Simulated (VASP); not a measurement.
Set up this calculation in VASP 6.6.1, as the native input.

```yaml
Task: density of states
Functional: PBE
Potentials_or_basis: VASP PAW PBE potentials, release 64 (Al)
Cutoff: 350 eV
k_mesh: 18 × 18 × 18
Occupations: gaussian, width 0.1 eV
Spin: no spin polarisation
k_mesh_for_the_DOS: 27 × 27 × 27
Occupations_for_the_DOS: tetrahedron
Further_INCAR_settings: ALGO = Normal; EDIFF = 1e-07
```

The system is Al.

```
CELL_PARAMETERS angstrom
0.00000 2.01999 2.01999
2.01999 0.00000 2.01999
2.01999 2.01999 0.00000
ATOMIC_POSITIONS crystal
Al 0.00000 0.00000 0.00000
```

The input as run:

POSCAR

```
Al                                      
1.0
    0.0000000000      2.0199944526      2.0199944526
    2.0199944526      0.0000000000      2.0199944526
    2.0199944526      2.0199944526      0.0000000000
  Al            
     1
Direct
     0.0000000000000000    0.0000000000000000    0.0000000000000000
```

INCAR.step1

```
SYSTEM = Al
PREC = Accurate
ENCUT = 350
EDIFF = 1E-7
ISMEAR = 0
SIGMA = 0.1
LREAL = .False.
LASPH = .True.
NELM = 100
ALGO = Normal
ISIF = 2
LWAVE = .False.
LCHARG = .True.
GGA = PE
```

KPOINTS.step1

```
regular mesh
0
Gamma
  18 18 18
  0 0 0
```

INCAR.step2

```
SYSTEM = Al
PREC = Accurate
ENCUT = 350
EDIFF = 1E-7
ISMEAR = -5
SIGMA = 0.1
LREAL = .False.
LASPH = .True.
NELM = 100
ALGO = Normal
ISIF = 2
LWAVE = .False.
LCHARG = .False.
GGA = PE
LORBIT = 11
NEDOS = 1001
ICHARG = 11
```

KPOINTS.step2

```
regular mesh
0
Gamma
  27 27 27
  0 0 0
```

Potentials or basis: VASP PAW PBE potentials, release 64 (Al).

Command:

```bash
$ cat potpaw_PBE.64/Al/POTCAR > POTCAR
$ cp INCAR.step1 INCAR
$ cp KPOINTS.step1 KPOINTS
$ mpirun -np 1 vasp_std > vasp.out
$ cp INCAR.step2 INCAR
$ cp KPOINTS.step2 KPOINTS
$ mpirun -np 1 vasp_std > vasp.out
```

It gave:

| Property | Result |
| --- | --- |
| Valence electrons inside the program's atomic spheres | Al 0.77 |

Wall time 16 s on 1 thread of Intel(R) Xeon(R) Platinum 8559C (Emerald Rapids), with other jobs on the host, peak memory 0.13 GiB.
